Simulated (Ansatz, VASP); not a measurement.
# Sn24O47 (V_O hop (2.6 A)) in two plane-wave programs

Wanted: the spread between two codes on one cell, functional and k mesh. The cell is taken from a series of runs on this material, whose earlier steps may have relaxed, scaled, displaced or heated it; both programs get it as it stands.

Program: Ansatz 0.2.0. Level of theory: plane waves, with VASP 6.6.1 beside it; single point at r2SCAN. Results are calculated unless marked as measured.

## Step 1: The starting structure

The cell holds 71 atoms: 24 Sn and 47 O. Cell: a = 9.536 Å, b = 9.536 Å, c = 9.636 Å, α = 90.0°, β = 90.0°, γ = 90.0°. It derives from SnO2 (SnO2 (P4_2/mnm)). Nearest the centre at fractional (0.500, 0.500, 0.500): O52 at 1.31 Å, Sn22 at 1.59 Å, Sn24 at 1.59 Å, O66 at 2.61 Å, O32 at 2.62 Å, O36 at 2.62 Å, O70 at 2.62 Å, Sn9 at 3.38 Å.

## Step 2: VASP: single point, r2SCAN

With cell and atoms fixed, the geometry can't cause a difference; cores, projectors, grids and the points listed under the comparison can.

Lines of VASP's logs that name or quote its potential files are left out, and so is its time.

File INCAR:

```
SYSTEM = Sn24O47
PREC = Accurate
ENCUT = 580
EDIFF = 1E-06
NELM = 120
ISMEAR = 0
SIGMA = 0.01
LREAL = Auto
ALGO = Normal
METAGGA = R2SCAN
LASPH = .TRUE.
NBANDS = 360
LORBIT = 11
LWAVE = .FALSE.
LCHARG = .FALSE.
ISIF = 2
ISYM = 2
GGA_COMPAT = .FALSE.
EFERMI = MIDGAP
LMIXTAU = .TRUE.
NCORE = 2
```

File POSCAR:

```
Sn24O47
1.0
    9.5356239186      0.0000000000      0.0000000000
    0.0000000000      9.5356239186      0.0000000000
    0.0000000000      0.0000000000      9.6357077492
Sn O
24 47
Direct
    0.2499333729      0.2494035557      0.1670297661
    0.9997612990      0.0000807359      0.0004080549
    0.2476559161      0.2482679353      0.5004920551
    0.0002663978      0.9994478794      0.3332785073
    0.2502749769      0.2495842823      0.8340778301
    0.0003998431      0.9995765919      0.6675337429
    0.2508380159      0.7491190664      0.1671436106
    0.0008886374      0.4992788016      0.0003853841
    0.2491748981      0.7506736158      0.5004087919
    0.0001474113      0.5011461679      0.3337505764
    0.2507253883      0.7490082060      0.8336698275
    0.0001120133      0.5009962116      0.6671167535
    0.7497878585      0.2502395066      0.1663804433
    0.5005649541      0.9989591783      0.0004287855
    0.7507289275      0.2491204951      0.5004071599
    0.4988490012      0.9997373122      0.3336986113
    0.7496058679      0.2500566618      0.8344320774
    0.4987059842      0.9996956924      0.6670660130
    0.7502570086      0.7495684947      0.1667393704
    0.4988203476      0.5010226138      0.0004059592
    0.7515821698      0.7521948541      0.5003245716
    0.5022704272      0.4973319896      0.3354949569
    0.7504385965      0.7499076586      0.8337836519
    0.5025151846      0.4975754002      0.6653221138
    0.0962202688      0.4021090439      0.1680887687
    0.4028955993      0.0962425992      0.1664594605
    0.1525434114      0.1531408076      0.0003661041
    0.3458661692      0.3475269414      0.0007514730
    0.0954991308      0.4023189337      0.5004442677
    0.4016894654      0.0957220125      0.5003848309
    0.1521123199      0.1524101102      0.3333855597
    0.3478458152      0.3438424450      0.3353137388
    0.0969765397      0.4026926533      0.8328152385
    0.4030369514      0.0962572236      0.8344912376
    0.1521581111      0.1526024459      0.6676536985
    0.3486214786      0.3436189321      0.6656153253
    0.0971536477      0.9027378054      0.1664872653
    0.4044131129      0.5955308039      0.1698468180
    0.1552629815      0.6511565355      0.0004663542
    0.3486866422      0.8445854332      0.0003469892
    0.0963405906      0.9035060410      0.5004060294
    0.1528195936      0.6534857525      0.3334267004
    0.3466218148      0.8468090060      0.3336003494
    0.0971065026      0.9026890992      0.8343275540
    0.4043163811      0.5954355899      0.8309680632
    0.1530365285      0.6532223637      0.6672149532
    0.3463626175      0.8470277844      0.6673882590
    0.5977635161      0.4030847959      0.1653917015
    0.9026713941      0.0972475657      0.1677843346
    0.6535629227      0.1518850897      0.0004735738
    0.8479563392      0.3462839923      0.0003382511
    0.4029167147      0.5969200059      0.5004080676
    0.9025386292      0.0973108483      0.5004046224
    0.6491166281      0.1570267848      0.3342601415
    0.8422314649      0.3514219704      0.3346142843
    0.5967640901      0.4020815513      0.8354214899
    0.9026031111      0.0971736173      0.8330268659
    0.6484284557      0.1576124170      0.6661981188
    0.8428195846      0.3507304801      0.6665537453
    0.5971513194      0.9028700435      0.1679991150
    0.9035906774      0.5968106435      0.1663203103
    0.6523198403      0.6539776798      0.0000662608
    0.8467033144      0.8472993707      0.0004474443
    0.5975273843      0.9043453424      0.5003695330
    0.9041231081      0.5981607379      0.5004345304
    0.6562268903      0.6512247512      0.3352019190
    0.8472397520      0.8476916441      0.3331600948
    0.5977345971      0.9036207649      0.8327292934
    0.9036020097      0.5969467635      0.8343566732
    0.6560044254      0.6519988159      0.6654981378
    0.8474324201      0.8477377368      0.6674356578
```

File KPOINTS:

```
Points of the shifted mesh
1
Reciprocal
 0.2500000000  0.2500000000  0.2500000000 1
```

The projector-augmented-wave data sets are Sn_d and O (PBE family, release 64).

Started as:

```bash
$ mpirun -np 8 vasp_std
```

Output:

```text
[banner, memory and clock lines left out]
running    8 mpi-ranks, on    1 nodes
[...]
|                                                                             |
|               ----> ADVICE to this user running VASP <----                  |
|                                                                             |
|     You enforced a specific xc type in the INCAR file but a different       |
|     [... a line on the potential file left out ...]
|     I HOPE YOU KNOW WHAT YOU ARE DOING!                                     |
|                                                                             |

 LDA part: xc-table for (None), standard interpolation
 POSCAR, INCAR and KPOINTS ok, starting setup
[...]
entering main loop
       N       E                     dE             d eps       ncg     rms          rms(c)
DAV:   1     0.142297448604E+05    0.14230E+05   -0.25220E+05   720   0.297E+03
DAV:   2     0.266047936737E+04   -0.11569E+05   -0.11111E+05   720   0.945E+02
DAV:   3    -0.737608185681E+03   -0.33981E+04   -0.32367E+04   752   0.378E+02
DAV:   4    -0.120304043703E+04   -0.46543E+03   -0.45539E+03   824   0.147E+02
[...]
DAV:  22    -0.100518122411E+04   -0.62270E-04   -0.20365E-05   648   0.129E-02    0.172E-03
DAV:  23    -0.100518122590E+04   -0.17893E-05   -0.24459E-06   496   0.573E-03    0.106E-03
DAV:  24    -0.100518122522E+04    0.68046E-06   -0.55029E-07   448   0.362E-03
   1 F= -.10051812E+04 E0= -.10051812E+04  d E =0.000000E+00
```

OUTCAR, selected parts (step 2):

```text
 POSITION                                       TOTAL-FORCE (eV/Angst)
 -----------------------------------------------------------------------------------
      2.38327      2.37822      1.60945         0.036922      0.037221      0.037766
      9.53335      0.00077      0.00393        -0.008623      0.010732      0.002359
      2.36155      2.36739      4.82260         0.074897      0.048204      0.004967
      0.00254      9.53036      3.21137        -0.016025      0.014911      0.002504
      2.38653      2.37994      8.03693         0.033243      0.038260     -0.050650
      0.00381      9.53159      6.43216        -0.013203      0.012500     -0.003558
      2.39190      7.14332      1.61055         0.013502     -0.012292      0.013388
      0.00847      4.76093      0.00371        -0.015186     -0.007488     -0.001355
      2.37604      7.15814      4.82179         0.083480     -0.083325      0.002176
      0.00141      4.77874      3.21592        -0.047674     -0.039810      0.013830
      2.39082      7.14226      8.03300         0.013640     -0.014253     -0.018708
      0.00107      4.77731      6.42814        -0.041334     -0.034879     -0.017909
      7.14970      2.38619      1.60319        -0.036863      0.040429      0.060806
      4.77320      9.52570      0.00413         0.009012      0.016864     -0.000071
[...]
-----------------------------------------------------------------------------------
    total drift:                               -0.016563      0.042125     -0.028415

  FREE ENERGIE OF THE ION-ELECTRON SYSTEM (eV)
  ---------------------------------------------------
  free  energy   TOTEN  =     -1005.1812252220 eV

  energy  without entropy=    -1005.1812252220  energy(sigma->0) =    -1005.18122522
```

The run ends at a pressure of -0.07 GPa, with forces up to 0.35 eV/Å.

## Step 3: Ansatz: single point, r2SCAN

Ansatz runs on its PAW soft_1 files.

The same cell, functional and mesh now go to Ansatz.

File input.yaml:

```yaml
crystal:
  lattice:
    - [9.53562392, 0.0, 0.0]
    - [0.0, 9.53562392, 0.0]
    - [0.0, 0.0, 9.63570775]
  atoms:
    - { symbol: Sn, position: [0.24993337, 0.24940356, 0.16702977] }
    - { symbol: Sn, position: [-0.0002387, 8.074e-05, 0.00040805] }
    - { symbol: O, position: [0.09622027, 0.40210904, 0.16808877] }
    - { symbol: O, position: [0.4028956, 0.0962426, 0.16645946] }
    - { symbol: O, position: [0.15254341, 0.15314081, 0.0003661] }
    - { symbol: O, position: [0.34586617, 0.34752694, 0.00075147] }
    - { symbol: Sn, position: [0.24765592, 0.24826794, 0.50049206] }
    - { symbol: Sn, position: [0.0002664, -0.00055212, 0.33327851] }
    - { symbol: O, position: [0.09549913, 0.40231893, 0.50044427] }
    - { symbol: O, position: [0.40168947, 0.09572201, 0.50038483] }
    - { symbol: O, position: [0.15211232, 0.15241011, 0.33338556] }
    - { symbol: O, position: [0.34784582, 0.34384245, 0.33531374] }
    - { symbol: Sn, position: [0.25027498, 0.24958428, 0.83407783] }
    - { symbol: Sn, position: [0.00039984, -0.00042341, 0.66753374] }
    - { symbol: O, position: [0.09697654, 0.40269265, 0.83281524] }
    - { symbol: O, position: [0.40303695, 0.09625722, 0.83449124] }
    - { symbol: O, position: [0.15215811, 0.15260245, 0.6676537] }
    - { symbol: O, position: [0.34862148, 0.34361893, 0.66561533] }
    - { symbol: Sn, position: [0.25083802, 0.74911907, 0.16714361] }
    - { symbol: Sn, position: [0.00088864, 0.4992788, 0.00038538] }
    - { symbol: O, position: [0.09715365, 0.90273781, 0.16648727] }
    - { symbol: O, position: [0.40441311, 0.5955308, 0.16984682] }
    - { symbol: O, position: [0.15526298, 0.65115654, 0.00046635] }
    - { symbol: O, position: [0.34868664, 0.84458543, 0.00034699] }
    - { symbol: Sn, position: [0.2491749, 0.75067362, 0.50040879] }
    - { symbol: Sn, position: [0.00014741, 0.50114617, 0.33375058] }
    - { symbol: O, position: [0.09634059, 0.90350604, 0.50040603] }
    - { symbol: O, position: [0.15281959, 0.65348575, 0.3334267] }
    - { symbol: O, position: [0.34662181, 0.84680901, 0.33360035] }
    - { symbol: Sn, position: [0.25072539, 0.74900821, 0.83366983] }
    - { symbol: Sn, position: [0.00011201, 0.50099621, 0.66711675] }
    - { symbol: O, position: [0.0971065, 0.9026891, 0.83432755] }
    - { symbol: O, position: [0.40431638, 0.59543559, 0.83096806] }
    - { symbol: O, position: [0.15303653, 0.65322236, 0.66721495] }
    - { symbol: O, position: [0.34636262, 0.84702778, 0.66738826] }
    - { symbol: Sn, position: [0.74978786, 0.25023951, 0.16638044] }
    - { symbol: Sn, position: [0.50056495, -0.00104082, 0.00042879] }
    - { symbol: O, position: [0.59776352, 0.4030848, 0.1653917] }
    - { symbol: O, position: [0.90267139, 0.09724757, 0.16778433] }
    - { symbol: O, position: [0.65356292, 0.15188509, 0.00047357] }
    - { symbol: O, position: [0.84795634, 0.34628399, 0.00033825] }
    - { symbol: Sn, position: [0.75072893, 0.2491205, 0.50040716] }
    - { symbol: Sn, position: [0.498849, -0.00026269, 0.33369861] }
    - { symbol: O, position: [0.40291671, 0.59692001, 0.50040807] }
    - { symbol: O, position: [0.90253863, 0.09731085, 0.50040462] }
    - { symbol: O, position: [0.64911663, 0.15702678, 0.33426014] }
    - { symbol: O, position: [0.84223146, 0.35142197, 0.33461428] }
    - { symbol: Sn, position: [0.74960587, 0.25005666, 0.83443208] }
    - { symbol: Sn, position: [0.49870598, -0.00030431, 0.66706601] }
    - { symbol: O, position: [0.59676409, 0.40208155, 0.83542149] }
    - { symbol: O, position: [0.90260311, 0.09717362, 0.83302687] }
    - { symbol: O, position: [0.64842846, 0.15761242, 0.66619812] }
    - { symbol: O, position: [0.84281958, 0.35073048, 0.66655375] }
    - { symbol: Sn, position: [0.75025701, 0.74956849, 0.16673937] }
    - { symbol: Sn, position: [0.49882035, 0.50102261, 0.00040596] }
    - { symbol: O, position: [0.59715132, 0.90287004, 0.16799912] }
    - { symbol: O, position: [0.90359068, 0.59681064, 0.16632031] }
    - { symbol: O, position: [0.65231984, 0.65397768, 6.626e-05] }
    - { symbol: O, position: [0.84670331, 0.84729937, 0.00044744] }
    - { symbol: Sn, position: [0.75158217, 0.75219485, 0.50032457] }
    - { symbol: Sn, position: [0.50227043, 0.49733199, 0.33549496] }
    - { symbol: O, position: [0.59752738, 0.90434534, 0.50036953] }
    - { symbol: O, position: [0.90412311, 0.59816074, 0.50043453] }
    - { symbol: O, position: [0.65622689, 0.65122475, 0.33520192] }
    - { symbol: O, position: [0.84723975, 0.84769164, 0.33316009] }
    - { symbol: Sn, position: [0.7504386, 0.74990766, 0.83378365] }
    - { symbol: Sn, position: [0.50251518, 0.4975754, 0.66532211] }
    - { symbol: O, position: [0.5977346, 0.90362076, 0.83272929] }
    - { symbol: O, position: [0.90360201, 0.59694676, 0.83435667] }
    - { symbol: O, position: [0.65600443, 0.65199882, 0.66549814] }
    - { symbol: O, position: [0.84743242, 0.84773774, 0.66743566] }
basis:
  ecutwfc: 500
  xc_grid: 2
hamiltonian:
  xc: r2scan
  pseudopotentials: { kind: paw, azcp: { folder: soft_1 } }
kpoints:
  mp_grid: { grid: [1, 1, 1], shift: [0.25, 0.25, 0.25] }
scf:
  occupations: { method: fixed }
  max_iter: 120
output:
  forces: true
  eigenvalues: true
checkpoint:
  write: "../q0.end.r2scan.run"
  compress: false
  write_wavefunctions: false
  write_every: 100000
```

Started as:

```bash
$ ansatz run input.yaml --threads 4 --pin off --max-ram 8478MiB --backend cpu --events-out ev --progress --plain --runs-dir out
```

Output:

```text
Warning: the atoms were moved onto the symmetric positions of the space group found under crystal.symmetry.tolerance 1.0e-5 (fractional; no operation is sought that the atoms, as they stand in a round, miss by more than twice it, and no atom is moved by as much as it), and the run uses the moved positions. Before a round's move an operation carried an atom to 1.22e-4 Å from where it should land, the largest such dist [...]
[...]
SCF iter   9: F=—  HF=-171660.213766 eV  |F-HF|=—  |Δ(HF+E_count)|=   8.74e-7  Δρ=8.76e-6  dr2=5.48e-7  dr2_τ=4.52e-8  ethr=1.10e-9  ⟨swp⟩=2.0  Hψ=500  notcnv=0  defer=42
SCF iter  10: F=-171660.213766 eV  HF=-171660.213766 eV  |F-HF|=1.81e-8  |Δ(HF+E_count)|=   1.12e-7  Δρ=2.83e-6  dr2=5.04e-8  dr2_τ=6.38e-9  ethr=1.62e-11  ⟨swp⟩=15.0  Hψ=1896  notcnv=0
SCF 1 converged in 10 iterations: F = -171660.213766 eV  dr2 = 5.04e-8
  greatest PAW one-centre occupation: 0.995 electrons in one spin orbital (limit 2), on the Sn atom at site 7 (counted from 0), in its partial waves of l = 2
SCF converged after 10 iterations
Free energy (F): -171660.213766 eV
Harris-Foulkes:  -171660.213766 eV  (|F-HF|=1.81e-8)
Internal energy: -171660.213766 eV  (E = F + TS)
E sigma→0 (E₀):  -171660.213766 eV
Fermi energy:    10.109909 eV
--- Per-component energies (eV) ---
  E_band       = -2052.627799
  E_kinetic    = 12070.282017
  E_local      = -38582.613302  (includes V_loc(G=0)·N_el)
  E_nonlocal   = 5919.695239
  E_hartree    = 17605.903744
  E_xc         = -6080.283179
  E_vxc        = -6804.166799  (∫ρ·V_xc dr)
  E_paw        = -113350.099909  (= ΣΔE_a)
  E_vpaw       = -10294.839810  (= ΣTr[D̂ρ^β])
  E_aug_tail   = 0.014771  (compensation charges beyond the density's cutoff)
  E_vtau       = 427.214361  (kinetic-family band-sum trace: ∫τ·v_τ [+ j·A + Jᵃ·Aᵃ] dr)
  E_ewald      = -49259.259623
  E_core_change = 16.146476  (= ΣΔE_core)
  E_smearing   = -0.000000  (= −TS)
  E_closure    = -0.000000  (closes the sum)
  Σ components = -171660.213766   (vs F -171660.213766, Δ=0.00e0)
--- Forces (eV/Å), atoms counted from 1 ---
  atom   1  Sn     0.02981075     0.02991600     0.03391838
  atom   2  Sn    -0.00450974     0.00450974     0.00000000
  atom   3  O      0.02183699    -0.01170973    -0.01127209
  atom   4  O     -0.02754759     0.00803351    -0.00895694
  atom   5  O     -0.02198837    -0.02277417     0.00127011
  atom   6  O      0.00022785     0.00176489    -0.00209192
  atom   7  Sn     0.06909109     0.04621034     0.00354878
  atom   8  Sn    -0.00805638     0.00814605    -0.00633148
  atom   9  O      0.01570256    -0.01922077     0.00013634
  atom  10  O     -0.03460187    -0.00297648    -0.00184176
  atom  11  O     -0.02800987    -0.03204730     0.00089951
  atom  12  O     -0.07413903    -0.02467488    -0.06035568
  atom  13  Sn     0.03229378     0.03095562    -0.04147576
  atom  14  Sn    -0.00814605     0.00805638     0.00633148
  atom  15  O      0.01406437    -0.01645434     0.01357736
  atom  16  O     -0.03102999     0.00880522     0.01080357
  atom  17  O     -0.02709053    -0.03280614    -0.00004507
  atom  18  O     -0.08747685    -0.02582174     0.05506601
  atom  19  Sn     0.01742082    -0.01588356     0.01582994
  atom  20  Sn    -0.01110136    -0.00603210     0.00020452
  atom  21  O      0.02004652    -0.01895687    -0.00364632
  atom  22  O     -0.03978258     0.03788122    -0.02175260
  atom  23  O     -0.02765989    -0.01122148     0.00077965
  atom  24  O      0.01122148     0.02765989    -0.00077965
[...]
atom  64  O      0.02582174     0.08747685    -0.05506601
  atom  65  O      0.03280614     0.02709053     0.00004507
  atom  66  Sn    -0.02991600    -0.02981075    -0.03391838
  atom  67  Sn     0.09222638    -0.10001030    -0.22066047
  atom  68  O      0.01170973    -0.02183699     0.01127209
  atom  69  O     -0.00803351     0.02754759     0.00895694
  atom  70  O      0.02467488     0.07413903     0.06035568
  atom  71  O      0.03204730     0.02800987    -0.00089951
  max |Σ_I F_I| component: 1.70e-3 eV/Å
--- Band table (eV) ---
  k-point 0: bands = ["-12.8807", "-12.8537", "-12.8243", "-12.8135", "-12.7867", "-12.7787", "-12.7534", "-12.7279", "-12.7106", "-12.6922", "-12.6608", "-12.6560", "-12.6475", "-12.6447", "-12.5731", "-12.5686", "-12.5582", "-12.5177", "-12.4845", "-12.4222", "-12.4082", "-12.3626", "-12.3477", "-12.3177", "-12.2618", "-12.2299", "-12.2049", "-12.1510", "-12.1412", "-12.1179", "-12.0701", "-12.0299", "-12.0236", "- [...]
```

## Step 4: Comparison

Known differences besides the potentials themselves: VASP keeps PBE cores, Ansatz makes them for the functional; fixed occupations in Ansatz, narrow Gaussian smearing in VASP; the cutoff is 500 eV in Ansatz and 580 eV in VASP (PREC = Accurate, projectors in real space). Total energies have different zeros and are not compared.

Compared:

```csv
quantity,Ansatz,VASP,difference
gap on the k mesh (eV),1.697,1.715,-0.018
```

Forces on 7 of the 71 atoms, those with the largest forces and the largest differences (eV/Å; atoms numbered as in POSCAR):

```csv
atom,"Ansatz x, y, z","VASP x, y, z"
Sn15,"-0.161, 0.161, 0.000","-0.235, 0.235, 0.002"
Sn22,"0.100, -0.092, 0.221","0.143, -0.133, 0.294"
Sn24,"0.092, -0.100, -0.221","0.130, -0.139, -0.294"
O52,"-0.158, 0.158, 0.000","-0.178, 0.178, 0.000"
O55,"0.111, -0.023, -0.057","0.136, 0.001, -0.068"
O58,"0.023, -0.111, 0.057","-0.001, -0.136, 0.067"
O59,"0.106, -0.014, 0.054","0.131, 0.010, 0.063"
```

The forces differ by 19 meV/Å r.m.s., which is 31.0 % of the r.m.s. force of 0.060 eV/Å (both taken over all components). A gap on the mesh is an upper bound, since the band edges may lie between its points.

## Step 5: Summary of results

```json
{"r.m.s. force difference (single point, r2SCAN)": "19 meV/Å"}
```

**Reading.** The r.m.s. force difference is 19 meV/Å (single point, r2SCAN), beyond the 12 meV/Å picked in this series as the mark of a large difference. What causes the difference of the single point, r2SCAN pair stays open here. Such differences can come from data sets, numerical settings and the points named under the comparisons, not from the functional's error against experiment.

[Lines on the potential files, build, host, timing and source positions are cut from VASP's logs without a mark.]

[Logs are printed without paths, hosts, clocks, repeated set-up lines and the standing remarks that a program may print on its own settings, such as how far it seeks lower states.]

[Hosts, paths, dates, database ids (printed as entryN), source tags and the programs' standing remarks are cut or masked in the printed files.]
